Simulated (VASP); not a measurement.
## Te: equation of state with PBE

Crystal: Te.

```
Te
1.0
     4.45400    0.00000    0.00000
    -2.22700    3.85728    0.00000
     0.00000    0.00000    5.92400
Te
3
Direct
  0.73100 0.73100 0.00000
  0.00000 0.26900 0.66667
  0.26900 0.00000 0.33333
```

```yaml
Program: VASP 6.6.1
Task: equation of state
Functional: PBE
Potentials_or_basis: VASP PAW PBE potentials, release 64 (Te)
Cutoff: 520 eV
k_mesh: 7 × 7 × 5
Occupations: fermi-dirac, width 0.05 eV
Spin: no spin polarisation
Further_INCAR_settings: ALGO = Normal; EDIFF = 1e-07; NBANDS = 16
```

* Equilibrium volume: 34.96 Å³/atom
* Bulk modulus at fixed shape and positions: 45 GPa
* Pressure derivative of the bulk modulus: 4.7

Energy against volume, from the lowest point:
| volume (Å³/atom) | energy (meV/atom) |
| --- | --- |
| 31.890 | 44.71 |
| 32.568 | 25.92 |
| 33.247 | 12.60 |
| 33.925 | 4.17 |
| 34.604 | 0.13 |
| 35.282 | 0.00 |
| 35.961 | 3.38 |

All runs of the series together: 9.8 min on 1 thread of Intel(R) Xeon(R) Platinum 8488C (Sapphire Rapids), on a shared host.

Caveat: the cell was scaled at fixed shape and fractional positions, which overstates the stiffness of a crystal with free parameters, most of all of layers and chains. Spin-orbit coupling is left out, which matters for the levels of Te.
